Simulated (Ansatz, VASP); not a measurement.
**Two plane-wave programs on Pb**

File INCAR:

```
ALGO = Normal
EDIFF = 1E-7
ENCUT = 520
GGA = PE
ISIF = 2
ISMEAR = 0
LASPH = True
LCHARG = False
LREAL = False
LWAVE = False
NELM = 60
PREC = Accurate
SIGMA = 0.014
```

KPOINTS

```
k-points
0
Gamma
  9 9 9
```

Contents of POSCAR:

```
Pb
1.0
    0.0000000000      2.4750200000      2.4750200000
    2.4750200000      0.0000000000      2.4750200000
    2.4750200000      2.4750200000      0.0000000000
Pb
1
Direct
    0.0000000000      0.0000000000      0.0000000000
```

File input.yaml:

```yaml
crystal:
  lattice:
    - [0.0, 2.47502, 2.47502]
    - [2.47502, 0.0, 2.47502]
    - [2.47502, 2.47502, 0.0]
  atoms:
    - { symbol: Pb, position: [0.0, 0.0, 0.0] }
hamiltonian:
  xc: pbe
  pseudopotentials: { kind: paw }
kpoints:
  mp_grid: { grid: [9, 9, 9] }
scf:
  occupations: { method: gaussian, width: 0.014 }
output:
  forces: true
  stress: true
  eigenvalues: true
  write_density: true
  write_potential: true
  elf: true
  volumetric_format: npy
```

Alike in both runs: task single point; functional PBE; k mesh 9 × 9 × 9; occupations gaussian, width 0.014 eV; no spin polarisation.

|  | VASP | Ansatz |
| --- | --- | --- |
| version | VASP 6.6.1 | Ansatz 0.2.0 |
| potentials or method | VASP PAW PBE potentials, release 64 (Pb_d) | Ansatz PAW |
| plane-wave cutoff (eV) | 520 | 420 |
| valence electrons in the cell | 14 | 14 |

```csv
,VASP,Ansatz,Ansatz less VASP
gap on the k mesh at the Fermi level (eV),none,none,-
pressure (GPa),2.2,2.2,+0.07
```

A gap of «none» marks a metal or a gap that the smearing closes.

The runs have no spin-orbit coupling, so splittings on Pb are missing.
